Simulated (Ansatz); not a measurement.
# BN (model cell, started as rocksalt type): following an unstable mode, part 3 of 3

Aim: this structure of BN (model cell, started as rocksalt type) is to be tested for unstable modes, and one is followed downhill.

Ansatz 0.2.0; DFT PBEsol, scalar-relativistic, plane waves, PAW; PAW set soft_1.

So far. Step 5 (Energy along the mode, all amplitudes (two of the runs …): The lowest of the steps tried is at 0.22 Å, 198 meV/atom below the parent; the bottom of the well need not coincide with a step. Step 7 (The new phase in its own primitive cell): The forces vanish by symmetry and the pressure is 0.000 GPa, within the tolerances set. The cell now holds 5.86 Å³/atom. The relaxed cell has a = 3.605 Å (conventional setting).

The structure was built from a prototype and need not be the compound's stable phase.

### Step 8. Modes of the new phase, k-mesh 10×10×10

A relaxed structure may still be a saddle point, so its zone-centre modes are computed. The response to a homogeneous field gives the Born charges and the dielectric tensor, and its change with displacement the Raman tensors.

input.yaml reads:

```yaml
crystal:
  lattice:
    - [0.0, 1.8025470097, 1.8025470097]
    - [1.8025470097, 0.0, 1.8025470097]
    - [1.8025470097, 1.8025470097, 0.0]
  atoms:
    - { symbol: B, position: [0.5, 0.5, 0.5] }
    - { symbol: "N", position: [0.25, 0.25, 0.25] }
kpoints:
  mp_grid: { grid: [10, 10, 10] }
hamiltonian:
  xc: pbesol
  pseudopotentials: { kind: paw, azcp: { folder: soft_1 }, xc_functional: pbe }
scf:
  occupations: { method: fixed }
output:
  eigenvalues: true
phonons:
  method: dfpt
  dielectric: true
  rigid_motions: translations
  raman: true
```

Command:

```console
$ ansatz run input.yaml --threads 4 --pin off --max-ram 10240MiB --backend cpu --events-out ev --progress --plain --runs-dir out
```

Numbers of over 12 decimals in the logs are rounded to 6 here.

Log:

```text
[...]
Crystal: 2 atoms, lattice volume = 11.714 Å³
Basis set: ecut = 420 eV, 259 PW (Γ), exchange–correlation on 36×36×36 points (8 copies of the dense FFT grid, shifted against one another)
Bands: 8, of which v1, the nominal top of the filled ones, is band 4 counted from 1 (3 counted from 0)
Symmetry: 24 space group operations
k-points: 171 of 1000 (irreducible under 4 space group operations, time reversal used)
[...]
SCF iter   1: F=—  HF=-534.480410 eV  |F-HF|=—  |Δ(HF+E_count)|=         —  Δρ=1.41e-1  dr2=1.86e0  ethr=3.10e-3  ⟨swp⟩=3.9  Hψ=7793  notcnv=0  defer=290
[...]
SCF iter   8: F=-533.840221 eV  HF=-533.840221 eV  |F-HF|=0.00e0  |Δ(HF+E_count)|=  4.57e-11  Δρ=1.63e-7  dr2=1.97e-12  ethr=1.25e-12  ⟨swp⟩=5.4  Hψ=5588  notcnv=0
SCF 1 converged in 8 iterations: F = -533.840221 eV  dr2 = 1.97e-12
[...]
NSCF: frozen V_eff on 2 k-points
DFPT response loops at Γ: preconditioner auto → none (the input reference at scf.mixing.eps_inf says where Resta's filter doesn't serve); β = 0.50; Broyden in place of MSR1
── the response to a field inside a basis, on 12×12×12 k-points: an SCF that follows is theirs, and a resumed run solves both again ──
Bands: 5, of which v1, the nominal top of the filled ones, is band 4 counted from 1 (3 counted from 0)
k-points: 182
[...]
Eigensolver: Dense (182 Hₖ)
SCF iter   1: F=—  HF=-533.842435 eV  |F-HF|=—  |Δ(HF+E_count)|=         —  Δρ=5.15e-4  dr2=3.81e-6  ethr=1.00e-1
[...]
SCF iter   5: F=-533.842439 eV  HF=-533.842439 eV  |F-HF|=5.00e-12  |Δ(HF+E_count)|=  5.37e-10  Δρ=5.43e-7  dr2=1.03e-11  ethr=1.96e-11
SCF 1 converged in 5 iterations: F = -533.842439 eV  dr2 = 1.03e-11
[...]
SCF converged after 8 iterations
Free energy (F): -533.840221 eV
[...]
Internal energy: -533.840221 eV  (E = F + TS)
E sigma→0 (E₀):  -533.840221 eV
Fermi energy:    11.256714 eV
[...]
--- Band table (eV; the first three rows and the last of 171) ---
[...]
--- Phonons (Γ-DFPT): 2 representative perturbations + reference, on 171 of 1000 k-points (Σ response iterations 6) ---
  k mesh reduced under 4 symmetry operations, with k and −k counted as one. Each operation leaves every solved perturbation unchanged. A smaller set is not considered because the run solves the response to a homogeneous field
  ASR residual: 1.443e-5 → 0.000e0 eV/Å²; symmetrization residual: 2.540e-7 eV/Å²
  ASR residual per site (eV/Å²): 1.14e-5 1.44e-5
  Γ frequencies (cm⁻¹): 0.00 0.00 0.00 1045.24 1045.24 1045.24
  ε∞ (high-frequency dielectric tensor):
        4.632773     0.000000    -0.000000
        0.000000     4.632773     0.000000
       -0.000000     0.000000     4.632773
  ε⁰ (static dielectric tensor: ions relaxed, cell fixed):
        6.911791     0.000000     0.000000
        0.000000     6.911791     0.000000
        0.000000     0.000000     6.911791
  ε⁰ − ε∞ (ionic part):
        2.279019    -0.000000     0.000000
       -0.000000     2.279019     0.000000
        0.000000     0.000000     2.279019
  softest optical mode at Γ: 1045.24 cm⁻¹; the repairs (sum rule, projections) moved no ω² at Γ by more than (0.57 cm⁻¹)²
  Born effective charges Z* (e; rows j = field, columns β = displacement):
    site 0:
         1.90166    0.00000    0.00000
        -0.00000    1.90166    0.00000
         0.00000    0.00000    1.90166
    site 1:
        -1.90166   -0.00000   -0.00000
         0.00000   -1.90166   -0.00000
        -0.00000   -0.00000   -1.90166
  Z* charge neutrality: 3.627e-4 e pre-enforcement
  solved inside a basis spanned on kpoints, on 12×12×12 k-points transformed towards the longest dipole: ε∞ is read to err by 1.1e-2, Z* by 6.6e-3 e (field_mesh: kpoints solves on kpoints); Z* is corrected for what the basis lacks
  Raman tensors (in the event stream and the table raman_tensors.tsv): an entry may err by 7.0e-4 Å², one of the second-order susceptibility by 2.7e-3 pm/V (basis, points and sum rule); their sum over the sites missed zero by 1.301e-6 Å² ahead of its enforcement
  optical modes at Γ without the LO–TO term, one row a degenerate level:
      ω (cm⁻¹)  modes    IR ((D/Å)²/amu)  static Raman (Å⁴/amu)  depolarisation
       1045.24      3            41.0232                21.3028           0.750
  optical modes at Γ + LO–TO along q̂ = [1.0000, 0.0000, 0.0000]:
      ω (cm⁻¹)  modes    IR ((D/Å)²/amu)  static Raman (Å⁴/amu)  depolarisation
       1045.24      2            27.3488                14.2019           0.750
       1276.70      1            13.6744                14.9407           0.750
  optical modes at Γ + LO–TO along q̂ = [0.0000, 1.0000, 0.0000]:
      ω (cm⁻¹)  modes    IR ((D/Å)²/amu)  static Raman (Å⁴/amu)  depolarisation
       1045.24      2            27.3488                14.2019           0.750
       1276.70      1            13.6744                14.9407           0.750
  optical modes at Γ + LO–TO along q̂ = [0.0000, 0.0000, 1.0000]:
      ω (cm⁻¹)  modes    IR ((D/Å)²/amu)  static Raman (Å⁴/amu)  depolarisation
       1045.24      2            27.3488                14.2019           0.750
       1276.70      1            13.6744                14.9407           0.750
```

The job ended after 14 s (4 threads of Intel Xeon Platinum 8375C at 2.90GHz (Ice Lake), shared host; peak memory 0.67 GiB; 50 s of CPU time).

Numbers from this step:

```yaml
sum_rule_residual_before_enforcement: 1.44e-5 eV/Å²
miss_of_the_charge_sum_rule: 3.63e-4 e
estimated_error_of_the_dielectric_tensor: 0.01119
estimated_error_of_the_born_charges: 0.006588 e
point_group: -43m
highest_optical_mode_at_the_zone_centre_no_lo_to_term: 1045 cm⁻¹
lowest_optical_zone_centre_mode: 1045 cm⁻¹
mean_high_frequency_dielectric_constant: 4.633
largest_born_charge_third_of_the_trace: 1.902 e
mean_static_dielectric_constant: 6.912
top_of_the_zone_centre_spectrum_with_the_field: 1277 cm⁻¹
```

Without the LO-TO term. Patterns of degenerate modes are one choice out of their space. The modes at Γ (shares of kinetic energy by element, %):

| mode | frequency (cm⁻¹) | symmetry | B % | N % |
| --- | --- | --- | --- | --- |
| 1 | 0.0 | acoustic | 44 | 56 |
| 2 | 0.0 | acoustic | 44 | 56 |
| 3 | 0.0 | acoustic | 44 | 56 |
| 4 | 1045.2 | T2 | 56 | 44 |
| 5 | 1045.2 | T2 | 56 | 44 |
| 6 | 1045.2 | T2 | 56 | 44 |

Displacements in mode 4 (1045.2 cm⁻¹), the largest set to 1:
```
B1   0.00  0.07  1.00
N2   0.00 -0.06 -0.77
```

Optical modes at the zone centre, without and with the macroscopic field of the longitudinal modes; each column is sorted by frequency, so a row need not hold one and the same mode. Modes with and without the field, by row:

```csv
rank among optical modes,no field (cm⁻¹),"q along (1, 0, 0) (cm⁻¹)"
1,1045,1045
2,1045,1045
3,1045,1277
```

Born charge (rows field, columns displacement) (e), principal values of the symmetric part by kind of site:

| atom | atoms with these values | low | middle | high | mean |
| --- | --- | --- | --- | --- | --- |
| B1 | 1 | 1.90 | 1.90 | 1.90 | 1.90 |
| N2 | 1 | -1.90 | -1.90 | -1.90 | -1.90 |

In full for B1:

```
1.90 0.00 0.00
0.00 1.90 0.00
0.00 0.00 1.90
```

High-frequency dielectric tensor:

```
4.63 0.00 0.00
0.00 4.63 0.00
0.00 0.00 4.63
```

Static dielectric tensor (ions relaxed, fixed cell):

```
6.91 0.00 0.00
0.00 6.91 0.00
0.00 0.00 6.91
```

Transverse modes. Infrared lines, with heights relative to the strongest:

| position (cm⁻¹) | label | relative intensity |
| --- | --- | --- |
| 1045 | T2 | 100 |

Activity x (w_L - w)^4 (n + 1)/w, 532 nm, 300 K; modes without the macroscopic field alone. Lines of the Raman spectrum (strongest = 100):

| position (cm⁻¹) | label | relative intensity |
| --- | --- | --- |
| 1045 | T2 | 100 |

Before it was imposed, the acoustic sum rule was missed by 1.4e-5 eV/Å² and the charge sum rule by 3.6e-4 e. Small misses are needed for a sound result but don't prove that mesh and cutoff are converged. The lowest optical mode is real, 1045 cm⁻¹.

### Step 9. Summary of results

| Item | Value |
| --- | --- |
| unstable mode of the parent | q = (0, 0, 0), 686i cm⁻¹ |
| depth at the lowest point sampled | 198 meV/atom |
| largest atomic shift at that point | 0.22 Å |
| space group reached (within 0.01 Å) | F-43m |
| energy gained over the parent (first relaxation, on the mesh of the frozen mode) | 1684 meV/atom |
| volume per atom, phase reached | 5.86 Å³ |
| gap on the k-mesh, phase reached | 4.29 eV |
| lowest optical zone-centre mode, phase reached | 1045 cm⁻¹ |
| highest optical mode at the zone centre (no LO-TO term), phase reached | 1045 cm⁻¹ |

Along this mode the structure falls into F-43m, 1684 meV/atom below the parent. At the parent's cell the well is 198.4 meV/atom deep on the steps tried, with its lowest point at a shift of 0.22 Å. Relaxing atoms and cell changes the gain by +1485.09 meV/atom against the lowest step (energies at zero smearing). Most of the total comes from this relaxation. The new phase has no imaginary mode at the zone centre of its cell; other wavevectors were not checked. Of the 4 patterns followed to their end from this parent, this one reaches the lowest energy. Each path keeps the symmetry of its pattern, so a lower phase may lie along a pattern not tried. The PAW files were made for PBE and serve the other functionals too. The starting cell was built on a prototype and not taken from a measurement, so the phase need not exist.

[Logs are printed without paths, hosts, clocks, repeated set-up lines and the standing remarks that a program may print on its own settings, such as how far it seeks lower states.]

[Hosts, paths, dates, database ids (printed as entryN), source tags and the programs' standing remarks are cut or masked in the printed files.]
